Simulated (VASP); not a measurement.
# Al (Fm-3m) in VASP: a series of runs, part 2 of 2

VASP 6.6.1. Earlier steps stand in the parts before.

### 5 Band structure, r2SCANh

The input, POSCAR:

```
Al
1.0
    0.0000000000      2.0248050000      2.0248050000
    2.0248050000      0.0000000000      2.0248050000
    2.0248050000      2.0248050000      0.0000000000
Al
1
Direct
    0.0000000000      0.0000000000      0.0000000000
```

The input, INCAR.step1:

```
SYSTEM = Al
ALGO     = Normal         ! electronic algorithm
EDIFF    = 1E-5           ! SCF threshold, eV
ENCUT    = 520            ! plane-wave cutoff, eV
GGA      = PE             ! functional
ISIF     = 2              ! what is computed and relaxed
ISMEAR   = -1             ! smearing method
LASPH    = .True.         ! aspherical terms in the spheres
LCHARG   = .False.        ! write CHGCAR
LREAL    = .False.        ! projectors in reciprocal space
LWAVE    = .True.         ! write WAVECAR
NELM     = 60             ! most SCF steps
PREC     = Accurate       ! precision mode
SIGMA    = 0.05           ! smearing width, eV
```

The input, INCAR.step2:

```
SYSTEM = Al
AEXX     = 0.1            ! exact-exchange fraction
ALGO     = Normal         ! electronic algorithm
EDIFF    = 1E-6           ! SCF threshold, eV
ENCUT    = 520            ! plane-wave cutoff, eV
ISIF     = 2              ! what is computed and relaxed
ISMEAR   = -1             ! smearing method
ISTART   = 1            
LASPH    = .True.         ! aspherical terms in the spheres
LCHARG   = .False.        ! write CHGCAR
LHFCALC  = .True.         ! exact exchange
LMIXTAU  = .True.       
LREAL    = .False.        ! projectors in reciprocal space
LWAVE    = .False.        ! write WAVECAR
METAGGA  = R2SCAN         ! meta-GGA
NELM     = 60             ! most SCF steps
PREC     = Accurate       ! precision mode
PRECFOCK = Fast         
SIGMA    = 0.05           ! smearing width, eV
```

The input, KPOINTS:

```
k-points
0
Gamma
  6 6 6
  0 0 0
```

The input, KPOINTS_OPT:

```
path GXWKGLUWLK,UX
12
line-mode
reciprocal
 0.0000000000  0.0000000000  0.0000000000  G
 0.5000000000  0.0000000000  0.5000000000  X

 0.5000000000  0.0000000000  0.5000000000  X
 0.5000000000  0.2500000000  0.7500000000  W

 0.5000000000  0.2500000000  0.7500000000  W
 0.3750000000  0.3750000000  0.7500000000  K

 0.3750000000  0.3750000000  0.7500000000  K
 0.0000000000  0.0000000000  0.0000000000  G

 0.0000000000  0.0000000000  0.0000000000  G
 0.5000000000  0.5000000000  0.5000000000  L

 0.5000000000  0.5000000000  0.5000000000  L
 0.6250000000  0.2500000000  0.6250000000  U

 0.6250000000  0.2500000000  0.6250000000  U
 0.5000000000  0.2500000000  0.7500000000  W

 0.5000000000  0.2500000000  0.7500000000  W
 0.5000000000  0.5000000000  0.5000000000  L

 0.5000000000  0.5000000000  0.5000000000  L
 0.3750000000  0.3750000000  0.7500000000  K

 0.6250000000  0.2500000000  0.6250000000  U
 0.5000000000  0.0000000000  0.5000000000  X
```

Started as:

```console
$ cat potpaw_PBE.64/Al/POTCAR > POTCAR
$ cp INCAR.step1 INCAR
$ mpirun -np 1 vasp_std > vasp.out
$ cp INCAR.step2 INCAR
$ mpirun -np 1 vasp_std > vasp.out
```

Run time: 5.1 min. Hardware: 1 thread of Intel Xeon Platinum 8259CL at 2.50GHz (Skylake/Cascade Lake), shared host; peak memory 0.16 GiB.

It converged, with:

| Quantity | Value |
| --- | --- |
| Free energy | -6.7761 eV |
| Pressure | -3.2 GPa |

Levels at the corners of the path, in eV from the Fermi level:
```
point  band 1  band 2  band 3  band 4  band 5
    Γ  -13.01   13.24   13.24   13.24   15.01
    X   -3.95   -2.37    5.32    5.80    5.80
    X   -3.95   -2.37    5.32    5.80    5.80
    W   -1.44   -1.44   -0.41    1.08   16.67
    W   -1.44   -1.44   -0.41    1.08   16.66
    K   -2.70   -2.08   -0.77    6.84    8.60
    K   -2.70   -2.08   -0.77    6.84    8.60
    Γ  -13.01   13.24   13.24   13.24   15.01
    Γ  -13.01   13.24   13.24   13.24   15.01
    L   -5.88   -5.43   11.99   12.00   12.12
    L   -5.88   -5.43   11.99   12.01   12.12
    U   -2.70   -2.08   -0.77    6.84    8.60
    U   -2.70   -2.08   -0.77    6.84    8.60
    W   -1.44   -1.44   -0.41    1.08   16.66
    W   -1.44   -1.44   -0.41    1.08   16.66
    L   -5.88   -5.43   11.99   12.00   12.12
    L   -5.88   -5.43   11.99   11.99   12.12
    K   -2.70   -2.08   -0.77    6.84    8.60
    U   -2.70   -2.08   -0.77    6.84    8.60
    X   -3.95   -2.37    5.32    5.80    5.80
```

Caveat: the k mesh is coarse (spacing up to 0.45 Å⁻¹), so the values aren't converged, least of all with exact exchange; an unscreened hybrid on a path of extra k points without a Coulomb cutoff has errors near the mesh points, so the bands along the path aren't reliable; the PAW data sets were made with another functional, which shifts forces and pressure a little.

### 6 Band structure, PBEsol0

POSCAR is that of step 5.

The input, INCAR.step1:

```
SYSTEM = Al
  PREC = Accurate
  ENCUT = 520
  EDIFF = 1E-5
  ISMEAR = -1
  SIGMA = 0.05
  LREAL = .FALSE.
  LASPH = .TRUE.
  NELM = 100
  ALGO = Normal
  ISIF = 2
  LWAVE = .TRUE.
  LCHARG = .FALSE.
  GGA = PE
```

The input, INCAR.step2:

```
SYSTEM = Al
  PREC = Accurate
  ENCUT = 520
  EDIFF = 1E-6
  ISMEAR = -1
  SIGMA = 0.05
  LREAL = .FALSE.
  LASPH = .TRUE.
  NELM = 100
  ALGO = Normal
  ISIF = 2
  LWAVE = .FALSE.
  LCHARG = .FALSE.
  GGA = PS
  LHFCALC = .TRUE.
  AEXX = 0.25
  PRECFOCK = Normal
  ISTART = 1
```

The input, KPOINTS:

```
regular mesh
0
G
  6 6 6
  0 0 0
```

Edit KPOINTS_OPT of step 5 so:

```diff
@@ -1,3 +1,3 @@
 path GXWKGLUWLK,UX
-12
+8
 line-mode
```

Potentials or basis: VASP PAW PBE potentials, release 64 (Al).

Started as:

```console
$ cat potpaw_PBE.64/Al/POTCAR > POTCAR
$ cp INCAR.step1 INCAR
$ mpirun -np 1 vasp_std > vasp.out
$ cp INCAR.step2 INCAR
$ mpirun -np 1 vasp_std > vasp.out
```

OUTCAR:

```text
SYSTEM = Al
   PREC = Accurate
   ENCUT = 520
   EDIFF = 1E-6
   ISMEAR = -1
   LREAL = .FALSE.
   LASPH = .TRUE.
   NELM = 100
   ISIF = 2
   GGA = PS
   LHFCALC = .TRUE.
   AEXX = 0.25
   PRECFOCK = Normal
   ISTART = 1

 ion  position               nearest neighbor table
   1  0.000  0.000  0.000-

  LATTYP: Found a face centered cubic cell.
 ALAT       =     4.0496100000

  Lattice vectors:

[... 306 lines left out ...]
      2       6.8915      2.00000
      3       9.1169      0.00000
      4      10.9022      0.00000
      5      21.1607      0.00000

------------------------ aborting loop because EDIFF is reached ----------------------------------------

  FORCE on cell =-STRESS in cart. coord.  units (eV):
  Direction    XX          YY          ZZ          XY          YZ          ZX
  --------------------------------------------------------------------------------------
  -------------------------------------------------------------------------------------
  Total       -0.2134533     -0.2134533     -0.2134533     -0.0000000      0.0000000      0.0000000
  in kB      -20.5984129    -20.5984129    -20.5984129     -0.0000000      0.0000000      0.0000000
  external PRESSURE =     -20.5984129 kB  Pullay stress =       0.0000000 kB

 VOLUME and BASIS-vectors are now :
 -----------------------------------------------------------------------------
  energy-cutoff  :      520.00
  volume of cell :       16.60
      direct lattice vectors                 reciprocal lattice vectors
     0.000000000  2.024805000  2.024805000    -0.246937359  0.246937359  0.246937359
     2.024805000  0.000000000  2.024805000     0.246937359 -0.246937359  0.246937359
     2.024805000  2.024805000  0.000000000     0.246937359  0.246937359 -0.246937359

 POSITION                                       TOTAL-FORCE (eV/Angst)
 -----------------------------------------------------------------------------------
      0.00000      0.00000      0.00000         0.000000      0.000000      0.000000
 -----------------------------------------------------------------------------------
    total drift:                               -0.000000     -0.000000      0.000000

  FREE ENERGIE OF THE ION-ELECTRON SYSTEM (eV)
  ---------------------------------------------------
  free  energy   TOTEN  =        -4.6996231741 eV

  energy  without entropy=       -4.6958206861  energy(sigma->0) =       -4.69772193
```

OUTCAR.step1:

```text
SYSTEM = Al
   PREC = Accurate
   ENCUT = 520
   EDIFF = 1E-5
   ISMEAR = -1
   LREAL = .FALSE.
[... 336 lines left out ...]
 -----------------------------------------------------------------------------------
      0.00000      0.00000      0.00000         0.000000      0.000000     -0.000000
 -----------------------------------------------------------------------------------
    total drift:                                0.000000     -0.000000     -0.000000

  FREE ENERGIE OF THE ION-ELECTRON SYSTEM (eV)
  ---------------------------------------------------
  free  energy   TOTEN  =        -3.8135313853 eV

  energy  without entropy=       -3.8089722731  energy(sigma->0) =       -3.81125183
```

Wall time 84 s (1 thread of Intel Xeon 6975P-C (Granite Rapids), shared host); peak memory 0.14 GiB.

What came out:

| Quantity | Value |
| --- | --- |
| Free energy | -4.6996 eV |
| Pressure | -2.1 GPa |

Levels at the corners of the path, in eV from the Fermi level:
```tsv
point	band 1	band 2	band 3	band 4	band 5
Γ	-13.62	13.52	13.52	13.52	14.99
X	-4.25	-2.60	5.75	6.09	6.09
X	-4.25	-2.60	5.75	6.09	6.09
W	-1.35	-1.35	-0.15	0.99	16.78
W	-1.35	-1.35	-0.15	0.99	16.78
K	-2.82	-2.02	-0.81	7.13	8.84
K	-2.82	-2.02	-0.81	7.13	8.84
Γ	-13.62	13.52	13.52	13.52	14.99
Γ	-13.62	13.52	13.52	13.52	14.99
L	-6.19	-5.94	12.21	12.24	12.29
L	-6.19	-5.94	12.21	12.22	12.29
U	-2.82	-2.02	-0.81	7.13	8.84
U	-2.82	-2.02	-0.81	7.13	8.84
W	-1.35	-1.35	-0.15	0.99	16.78
W	-1.35	-1.35	-0.15	0.99	16.78
L	-6.19	-5.94	12.21	12.29	12.29
L	-6.19	-5.94	12.21	12.22	12.29
K	-2.82	-2.02	-0.81	7.13	8.84
U	-2.82	-2.02	-0.81	7.13	8.84
X	-4.25	-2.60	5.75	6.09	6.09
```

Caveat: the k mesh is coarse (spacing up to 0.45 Å⁻¹), so the values aren't converged, least of all with exact exchange; an unscreened hybrid on a path of extra k points without a Coulomb cutoff has errors near the mesh points, so the bands along the path aren't reliable; the PAW data sets were made with another functional, which shifts forces and pressure a little.

### 7 For comparison

An earlier run on the cell as given: functional PBE; potentials or basis VASP PAW PBE potentials, release 64 (Al); cutoff 520 eV; k mesh 11 × 11 × 11; occupations fermi-dirac, width 0.05 eV; no spin polarisation.

* Pressure: -0.5 GPa
* Band gap on the k mesh: none (metal or under the smearing width)

### 8 Overview

| task | level | cell | k mesh | cutoff (eV) | smearing | ions in elastic constants | grid for exact exchange (PRECFOCK) | exchange at q = 0 | mesh quality | pressure (GPa) |
| --- | --- | --- | --- | --- | --- | --- | --- | --- | --- | --- |
| elastic constants | r2SCAN | relaxed | 8 × 8 × 8 | 600 | methfessel-paxton 0.1 eV | relaxed | - | - | not flagged | - |
| band structure | r2SCANh | as given | 6 × 6 × 6 | 520 | fermi-dirac 0.05 eV | - | Fast | default | coarse | -3.2 |
| band structure | PBEsol0 | as given | 6 × 6 × 6 | 520 | fermi-dirac 0.05 eV | - | Normal | default | coarse | -2.1 |
| single point | PBE | as given | 11 × 11 × 11 | 520 | fermi-dirac 0.05 eV | - | - | - | not flagged | -0.5 |

Alike in all rows: potentials or basis VASP PAW PBE potentials, release 64 (Al); no spin polarisation.

Caveats: some runs use coarse meshes; the PAW data sets were made with another functional, which shifts forces and pressure a little (some runs); an unscreened hybrid on a path of extra k points without a Coulomb cutoff has errors near the mesh points, so the bands along the path aren't reliable (some runs).

Absolute energies hang on the potentials; compare differences alone.
